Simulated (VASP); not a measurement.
# B (R-3m) in VASP: further runs

The runs below take B through single point, relaxation of cell and atoms, with PBE.

Everything below comes from runs of VASP 6.6.1. Logs are shortened: lines on timing, memory, paths and dates and some standing lists are left out, and cuts for length are marked.

### Step 1. The crystal as given

Symmetry: R-3m, No. 166, trigonal system. The conventional cell has a = 4.899 Å, b = 4.899 Å, c = 12.533 Å, α = 90.00°, β = 90.00°, γ = 120.00°. Around B (site symmetry m) lie 6 B at 1.67 to 1.80 Å. B (site symmetry m) has 7 B at 1.78 to 2.01 Å as nearest neighbours.

### Step 2. Single point, PBE

Contents of INCAR:

```
  ALGO = Normal
  EDIFF = 1E-7
  ENCUT = 520
  GGA = PE
  ISIF = 2
  ISMEAR = 0
  LASPH = T
  LCHARG = F
  LREAL = F
  LWAVE = F
  NBANDS = 30
  NELM = 100
  PREC = Accurate
  SIGMA = 0.05
```

Contents of KPOINTS:

```
k-points
0
Gamma
  6 6 6
```

Contents of POSCAR:

```
B
1.0
    2.4493501313      1.4141329576      4.1777591066
   -2.4493501313      1.4141329576      4.1777591066
    0.0000000000     -2.8282659152      4.1777591066
B
12
Direct
    0.0102040169      0.6540950722      0.0102040169
    0.0102040169      0.0102040169      0.6540950722
    0.6540950722      0.0102040169      0.0102040169
    0.9897959831      0.3459049278      0.9897959831
    0.9897959831      0.9897959831      0.3459049278
    0.3459049278      0.9897959831      0.9897959831
    0.2210489877      0.6308549014      0.2210489877
    0.2210489877      0.2210489877      0.6308549014
    0.6308549014      0.2210489877      0.2210489877
    0.7789510123      0.3691450986      0.7789510123
    0.7789510123      0.7789510123      0.3691450986
    0.3691450986      0.7789510123      0.7789510123
```

Potentials or basis: VASP PAW PBE potentials, release 64 (B).

On the command line:

```sh
$ cat potpaw_PBE.64/B/POTCAR > POTCAR
$ mpirun -np 1 vasp_std > vasp.out
```

OUTCAR:

```text
EDIFF = 1E-7
   ENCUT = 520
   GGA = PE
   ISIF = 2
   ISMEAR = 0
   LASPH = T
   LREAL = F
   NELM = 100
   PREC = Accurate

 ion  position               nearest neighbor table
   1  0.010  0.654  0.010-   4 1.67   2 1.74   3 1.74   7 1.79  12 1.80  11 1.80
   2  0.010  0.010  0.654-   5 1.67   3 1.74   1 1.74   8 1.79  10 1.80  12 1.80
   3  0.654  0.010  0.010-   6 1.67   2 1.74   1 1.74   9 1.79  10 1.80  11 1.80
   4  0.990  0.346  0.990-   1 1.67   5 1.74   6 1.74  10 1.79   9 1.80   8 1.80
   5  0.990  0.990  0.346-   2 1.67   4 1.74   6 1.74  11 1.79   9 1.80   7 1.80
   6  0.346  0.990  0.990-   3 1.67   5 1.74   4 1.74  12 1.79   7 1.80   8 1.80
   7  0.221  0.631  0.221-  12 1.78  11 1.78   1 1.79   6 1.80   5 1.80   8 2.01   9 2.01
   8  0.221  0.221  0.631-  10 1.78  12 1.78   2 1.79   4 1.80   6 1.80   7 2.01   9 2.01
   9  0.631  0.221  0.221-  10 1.78  11 1.78   3 1.79   4 1.80   5 1.80   8 2.01   7 2.01
  10  0.779  0.369  0.779-   9 1.78   8 1.78   4 1.79   3 1.80   2 1.80  11 2.01  12 2.01
  11  0.779  0.779  0.369-   7 1.78   9 1.78   5 1.79   3 1.80   1 1.80  10 2.01  12 2.01
  12  0.369  0.779  0.779-   7 1.78   8 1.78   6 1.79   1 1.80   2 1.80  11 2.01  10 2.01

  LATTYP: Found a trigonal (rhomboedric) cell.
 ALAT       =     5.0450727686
 COS(alpha) =     0.5285920863

  Lattice vectors:

 A1 = (   2.4493501313,   1.4141329576,   4.1777591066)
 A2 = (  -2.4493501313,   1.4141329576,   4.1777591066)
 A3 = (   0.0000000000,  -2.8282659152,   4.1777591066)

Analysis of symmetry for initial positions (statically):
=====================================================================
 Subroutine PRICEL returns:
 Original cell was already a primitive cell.

 Routine SETGRP: Setting up the symmetry group for a
 trigonal (rhombohedral) supercell.

 Subroutine GETGRP returns: Found 12 space group operations
 (whereof 12 operations were pure point group operations)
 out of a pool of 12 trial point group operations.

The static configuration has the point symmetry D_3d.

Analysis of symmetry for dynamics (positions and initial velocities):
=====================================================================
 Subroutine PRICEL returns:
 Original cell was already a primitive cell.

 Routine SETGRP: Setting up the symmetry group for a
 trigonal (rhombohedral) supercell.

 Subroutine GETGRP returns: Found 12 space group operations
 (whereof 12 operations were pure point group operations)
 out of a pool of 12 trial point group operations.

The dynamic configuration has the point symmetry D_3d.

 Subroutine INISYM returns: Found 12 space group operations
 (whereof 12 operations are pure point group operations),
 and found     1 'primitive' translations

----------------------------------------------------------------------------------------

                                     Primitive cell

  volume of cell :      86.8232

  direct lattice vectors                    reciprocal lattice vectors
     2.449350131  1.414132958  4.177759107     0.204135780  0.117857848  0.079787591
    -2.449350131  1.414132958  4.177759107    -0.204135780  0.117857848  0.079787591
     0.000000000 -2.828265915  4.177759107     0.000000000 -0.235715695  0.079787591

  length of vectors
     5.045072769  5.045072769  5.045072769     0.248853267  0.248853267  0.248853267

  position of ions in fractional coordinates (direct lattice)
     0.010204017  0.654095072  0.010204017
     0.010204017  0.010204017  0.654095072
     0.654095072  0.010204017  0.010204017
     0.989795983  0.345904928  0.989795983
     0.989795983  0.989795983  0.345904928
     0.345904928  0.989795983  0.989795983
     0.221048988  0.630854901  0.221048988
     0.221048988  0.221048988  0.630854901
     0.630854901  0.221048988  0.221048988
     0.778951012  0.369145099  0.778951012
     0.778951012  0.778951012  0.369145099
     0.369145099  0.778951012  0.778951012

  ion indices of the primitive-cell ions
   primitive index   ion index
                 1           1
                 2           2
                 3           3
                 4           4
                 5           5
                 6           6
                 7           7
                 8           8
                 9           9
                10          10
                11          11
                12          12

----------------------------------------------------------------------------------------

 KPOINTS: k-points

Automatic generation of k-mesh.
 Grid dimensions read from file:
 generate k-points for:    6    6    6

 Generating k-lattice:

  Cartesian coordinates                     Fractional coordinates (reciprocal lattice)
     0.034022630  0.019642975  0.013297932     0.166666667 -0.000000000  0.000000000
    -0.034022630  0.019642975  0.013297932    -0.000000000  0.166666667  0.000000000
     0.000000000 -0.039285949  0.013297932     0.000000000  0.000000000  0.166666667

  Length of vectors
     0.041475545  0.041475545  0.041475545

  Shift w.r.t. Gamma in fractional coordinates (k-lattice)
     0.000000000  0.000000000  0.000000000

 Subroutine IBZKPT returns following result:
 ===========================================

 Found     32 irreducible k-points:

 Following reciprocal coordinates:
            Coordinates               Weight
  0.000000  0.000000  0.000000      1.000000
  0.166667 -0.000000  0.000000      6.000000
  0.333333 -0.000000 -0.000000      6.000000
  0.500000 -0.000000  0.000000      3.000000
  0.166667  0.166667  0.000000      6.000000
  0.333333  0.166667 -0.000000     12.000000
[... 16 lines left out ...]
  0.500000  0.500000  0.166667      6.000000
 -0.333333  0.500000  0.166667     12.000000
 [... further k-points ...]
   k-points           NKPTS =     32   k-points in BZ     NKDIM =     32   number of bands    NBANDS=     30
   number of dos      NEDOS =    301   number of ions     NIONS =     12
   total plane-waves  NPLWV =  64000
   dimension x,y,z NGX =    40 NGY =   40 NGZ =   40
   dimension x,y,z NGXF=    80 NGYF=   80 NGZF=   80
   ions per type =              12
   NGX,Y,Z   is equivalent  to a cutoff of  13.18, 13.18, 13.18 a.u.
   NGXF,Y,Z  is equivalent  to a cutoff of  26.36, 26.36, 26.36 a.u.
 SYSTEM =  unknown system
   PREC   = accura    normal or accurate (medium, high low for compatibility)
   ISTART =      0    job   : 0-new  1-cont  2-samecut
   ICHARG =      2    charge: 1-file 2-atom 10-const
   ISPIN  =      1    spin polarized calculation?
   LNONCOLLINEAR =      F non collinear calculations
   LSORBIT =      F    spin-orbit coupling
   LASPH  =      T    aspherical Exc in radial PAW
   ENCUT  =  520.0 eV  38.22 Ry    6.18 a.u.   9.38  9.38  9.38*2*pi/ulx,y,z
   NELM   =    100;   NELMIN=  2; NELMDL= -5     # of ELM steps
   EDIFF  = 0.1E-06   stopping-criterion for ELM
   LREAL  =      F    real-space projection
   EDIFFG = 0.1E-05   stopping-criterion for IOM
   NSW    =      0    number of steps for IOM
   IBRION =     -1    ionic relax: 0-MD 1-quasi-New 2-CG
   NFREE  =      0    steps in history (QN), initial steepest desc. (CG)
   ISIF   =      2    stress and relaxation
   ISYM   =      2    0-nonsym 1-usesym 2-fastsym
   POTIM  = 0.5000    time-step for ionic-motion
   TEBEG  =    0.0;   TEEND  =   0.0 temperature during run
   PSTRESS=    0.0 pullay stress
   NELECT =      36.0000    total number of electrons
   NUPDOWN=      -1.0000    fix difference up-down
   EMIN   =  10.00;   EMAX   =-10.00  energy-range for DOS
   EFERMI =   0.00;   METHOD = LEGACY
   ISMEAR =     0;   SIGMA  =   0.05  broadening in eV -4-tet -1-fermi 0-gaus
   EFERMI_NEDOS =   21; number of points for ismear=-14 and -15
   IALGO  =     38    algorithm
   IMIX   =      4    mixing-type and parameters
     AMIX     =   0.40;   BMIX     =  1.00
     AMIX_MAG =   1.60;   BMIX_MAG =  1.00
  volume/ion in A,a.u.               =       7.24        48.83
  Fermi-wavevector in a.u.,A,eV,Ry     =   1.220760  2.306903 20.276161  1.490256
  Thomas-Fermi vector in A             =   2.355966
   LORBIT       =      0    0 simple, 1 ext, 2 COOP (PROOUT), +10 PAW based schemes
   GGA     = PE    functional components
   LHFCALC =     F    Hartree Fock is set to
   AEXX    =    0.0000 exact exchange contribution
   IVDW    =     0    specifies the selected vdW correction
   LEPSILON=     F    determine dielectric tensor
   LRPA    =     F    only Hartree local field effects (RPA)
 non-spin polarized calculation
 Gauss-broadening in eV      SIGMA  =   0.05
  energy-cutoff  :      520.00
  volume of cell :       86.82
 maximum number of plane-waves:      2362
 NGX is ok and might be reduce to    40
   NGX = 19   NGY = 19   NGZ = 19

 number of electron      36.0000000 magnetization

 Free energy of the ion-electron system (eV)
  ---------------------------------------------------
  ext. energy  EPLUGINS =         0.00000000
  ---------------------------------------------------
  free energy    TOTEN  =       -80.45835117 eV

  energy without entropy =      -80.45835117  energy(sigma->0) =      -80.45835117

 E-fermi :   6.1336     XC(G=0): -11.5605

 val. band max:        5.9137576887   @ k =   0.5000   0.5000   0.5000
 cond. band min:       7.3972889098   @ k =   0.5000   0.5000   0.0000
 fundamental gap:      1.4835312211
 Fermi energy:         6.1336436352

 k-point     1 :       0.0000    0.0000    0.0000
  band No.  band energies     occupation
      1     -10.2693      2.00000
      2      -4.5281      2.00000
      3      -4.2788      2.00000
      4      -4.2788      2.00000
      5      -3.2017      2.00000
      6      -2.5571      2.00000
[... 22 lines left out ...]
     29      15.6195      0.00000
     30      16.1331      0.00000
[... 728 lines left out ...]
  band No.  band energies     occupation
      1      -9.1444      2.00000
      2      -6.9703      2.00000
      3      -6.1403      2.00000
      4      -5.6779      2.00000
      5      -2.9979      2.00000
      6      -2.4628      2.00000
[... 22 lines left out ...]
     29      14.8522      0.00000
     30      15.8613      0.00000

 [... further k-points ...]

------------------------ aborting loop because EDIFF is reached ----------------------------------------

  FORCE on cell =-STRESS in cart. coord.  units (eV):
  Direction    XX          YY          ZZ          XY          YZ          ZX
  --------------------------------------------------------------------------------------
  -------------------------------------------------------------------------------------
  Total        0.1106856      0.1106856      0.3423360      0.0000000      0.0000000      0.0000000
  in kB        2.0425175      2.0425175      6.3172399      0.0000000      0.0000000      0.0000000
  external PRESSURE =       3.4674250 kB  Pullay stress =       0.0000000 kB

 VOLUME and BASIS-vectors are now :
 -----------------------------------------------------------------------------
  energy-cutoff  :      520.00
  volume of cell :       86.82
      direct lattice vectors                 reciprocal lattice vectors
     2.449350131  1.414132958  4.177759107     0.204135780  0.117857848  0.079787591
    -2.449350131  1.414132958  4.177759107    -0.204135780  0.117857848  0.079787591
     0.000000000 -2.828265915  4.177759107     0.000000000 -0.235715695  0.079787591

 POSITION                                       TOTAL-FORCE (eV/Angst)
 -----------------------------------------------------------------------------------
     -1.57711      0.91055      2.81791         0.006433     -0.003714      0.006076
      0.00000     -1.82110      2.81791         0.000000      0.007428      0.006076
      1.57711      0.91055      2.81791        -0.006433     -0.003714      0.006076
      1.57711     -0.91055      9.71537        -0.006433      0.003714     -0.006076
      0.00000      1.82110      9.71537         0.000000     -0.007428     -0.006076
     -1.57711     -0.91055      9.71537         0.006433      0.003714     -0.006076
     -1.00376      0.57952      4.48254         0.025217     -0.014559     -0.012875
      0.00000     -1.15904      4.48254         0.000000      0.029118     -0.012875
      1.00376      0.57952      4.48254        -0.025217     -0.014559     -0.012875
      1.00376     -0.57952      8.05074        -0.025217      0.014559      0.012875
      0.00000      1.15904      8.05074         0.000000     -0.029118      0.012875
     -1.00376     -0.57952      8.05074         0.025217      0.014559      0.012875
 -----------------------------------------------------------------------------------
    total drift:                               -0.000000      0.000000      0.000000

  FREE ENERGIE OF THE ION-ELECTRON SYSTEM (eV)
  ---------------------------------------------------
  free  energy   TOTEN  =       -80.4583511688 eV

  energy  without entropy=      -80.4583511688  energy(sigma->0) =      -80.45835117
```

It took 83 s on 1 thread of Intel Xeon Platinum 8375C at 2.90GHz (Ice Lake), shared host; peak memory 0.24 GiB.

What came out:

| Item | Value |
| --- | --- |
| Free energy | -80.4584 eV |
| Pressure | 0.3 GPa |
| Largest force | 0.032 eV/Å |
| Band gap on the k mesh | 1.48 eV, indirect (least direct gap 1.87 eV) |

Forces in eV/Å, atoms in the order of the input:
```
B    0.006 -0.004  0.006
B    0.000  0.007  0.006
B   -0.006 -0.004  0.006
B   -0.006  0.004 -0.006
B    0.000 -0.007 -0.006
B    0.006  0.004 -0.006
B    0.025 -0.015 -0.013
B    0.000  0.029 -0.013
B   -0.025 -0.015 -0.013
B   -0.025  0.015  0.013
B    0.000 -0.029  0.013
B    0.025  0.015  0.013
```

Levels at points of the mesh, in eV from the valence-band top:
| k point | band 15 | band 16 | band 17 | band 18 | band 19 | band 20 | band 21 | band 22 |
| --- | --- | --- | --- | --- | --- | --- | --- | --- |
| (0.00, 0.00, 0.00) | -1.37 | -0.84 | -0.84 | -0.36 | 1.51 | 4.54 | 4.54 | 4.74 |
| (0.50, 0.00, 0.00) | -2.67 | -1.93 | -1.70 | -0.59 | 1.95 | 3.21 | 3.65 | 4.88 |
| (0.50, 0.50, 0.00) | -2.93 | -2.58 | -2.10 | -1.92 | 1.48 | 2.68 | 2.84 | 3.52 |
| (0.50, 0.50, 0.50) | -2.97 | -1.87 | -1.87 | 0.00 | 2.64 | 2.80 | 2.80 | 4.92 |

(Part 1 of 2 ends here.)
